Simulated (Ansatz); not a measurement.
# Rh: the cost of one run

Method: DFT r2SCAN, scalar-relativistic, plane waves, PAW, in Ansatz 0.2.0.

2 further runs of the same task are left out: 2 set aside as unsound or not needed.

**1. The starting structure**

It takes space group P6_3/mmc (No. 194, hexagonal). Conventional cell: a = 2.704 Å, b = 2.704 Å, c = 4.349 Å, α = 90.00°, β = 90.00°, γ = 120.00°. Rh (site symmetry -6m2) is surrounded by 12 Rh at 2.68 to 2.70 Å.

As a file:

```cif
data_structure
_symmetry_space_group_name_H-M 'P6_3/mmc'
_symmetry_Int_Tables_number 194
_cell_length_a 2.7036
_cell_length_b 2.7036
_cell_length_c 4.3486
_cell_angle_alpha 90.000
_cell_angle_beta 90.000
_cell_angle_gamma 120.000
_cell_volume 27.53
loop_
_atom_site_label
_atom_site_type_symbol
_atom_site_symmetry_multiplicity
_atom_site_Wyckoff_symbol
_atom_site_fract_x
_atom_site_fract_y
_atom_site_fract_z
_atom_site_occupancy
Rh1 Rh 2 c 0.66667 0.33333 0.75000 1
```

It goes back to an entry of the Materials Project, which need not be the stable form.

This cell was relaxed beforehand with the same method: volume 13.76 Å³/atom, gap on the mesh none (metal).

**2. The reference cell**

The reference gives a free energy of -12830.4735 eV, pressure 0.11 GPa, largest force 0.000 eV/Å and gap on the mesh none (metal). It was computed beforehand with the settings of the runs below.

**3. The disturbance**

All atoms moved at random, sigma 0.02 Å a component. Displacements in the unstrained cell, with the mean shift removed:

| atom | ux (Å) | uy (Å) | uz (Å) |
| --- | --- | --- | --- |
| Rh1 | -0.012 | 0.001 | 0.002 |
| Rh2 | 0.012 | -0.001 | -0.002 |

**4. The disturbed cell, one point**

input.yaml reads:

```yaml
crystal:
  lattice:
    - [2.703643185, 0.0, 0.0]
    - [-1.3518215925, 2.3414236809, 0.0]
    - [0.0, 0.0, 4.3486172186]
  atoms:
    - { symbol: Rh, position: [0.6622975951, 0.3335755888, 0.7503724262] }
    - { symbol: Rh, position: [0.3377024049, 0.6664244112, 0.2496275738] }
basis:
  ecutwfc: 500
kpoints:
  mp_grid: { grid: [12, 12, 8] }
hamiltonian:
  xc: r2scan
scf:
  occupations: { method: gaussian, width: 0.15 }
output:
  forces: true
  stress: true
  eigenvalues: true
```

The run is started by

```sh
$ ansatz run input.yaml --threads 2 --pin off --max-ram 5120MiB --backend cpu --events-out ev --progress --plain --runs-dir out
```

What time and memory should one allow on 2 threads of Intel Xeon 6975P-C (Granite Rapids), shared host?

About 8 s, with a peak of 0.68 GiB.
